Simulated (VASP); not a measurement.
Set up this calculation in VASP 6.6.1, as the native input.

* Task: single point
* Functional: PBE
* Potentials or basis: VASP PAW PBE potentials, release 64 (Co, O)
* Cutoff: 520 eV
* k mesh: 8 × 8 × 8
* Occupations: fermi-dirac, width 0.05 eV
* Spin: no spin polarisation
* Supercell matrix: [0, 1, 1, 1, 0, 1, 1, 1, 0]
* Further INCAR settings: ALGO = Fast; EDIFF = 1e-06

The structure of CoO lies in POSCAR:

```
CoO
1.0
   -1.4142300000      2.4495100000      2.7217200000
    2.8284500000      0.0000000000      2.7217200000
    1.4142200000      2.4495100000      0.0000000000
Co O
2 2
Direct
    0.2500000000      0.2500000000      0.7500000000
    0.7500000000      0.7500000000      0.2500000000
    0.8333300000      0.1666700000      0.5000000000
    0.3333300000      0.6666700000      0.0000000000
```

The cell was built by a generator and needn't be a form met in nature.

The input as run:

INCAR

```
SYSTEM = CoO
  PREC = Accurate
  ENCUT = 520
  EDIFF = 1E-6
  ISMEAR = -1
  SIGMA = 0.05
  LREAL = .FALSE.
  LASPH = .TRUE.
  NELM = 100
  ALGO = Fast
  ISIF = 2
  LWAVE = .FALSE.
  LCHARG = .FALSE.
  GGA = PE
```

KPOINTS

```
Automatic mesh
0
G
  8 8 8
  0 0 0
```

Potentials or basis: VASP PAW PBE potentials, release 64 (Co, O).

Command:

```console
$ cat potpaw_PBE.64/Co/POTCAR potpaw_PBE.64/O/POTCAR > POTCAR
$ mpirun -np 1 vasp_std > vasp.out
```

It gave:

* Pressure: -12.4 GPa
* Largest force: 0.007 eV/Å
* Band gap on the k mesh: none (metal or under the smearing width)

Caveat: the run has no spin polarisation, though such a crystal can be magnetic; semilocal functionals often make such compounds metallic where correlation or magnetic order opens a gap, which also shifts bond lengths.

It took 45 s on 1 thread of AMD EPYC 9R45 (Zen 5), with other jobs on the host, peak memory 0.16 GiB.
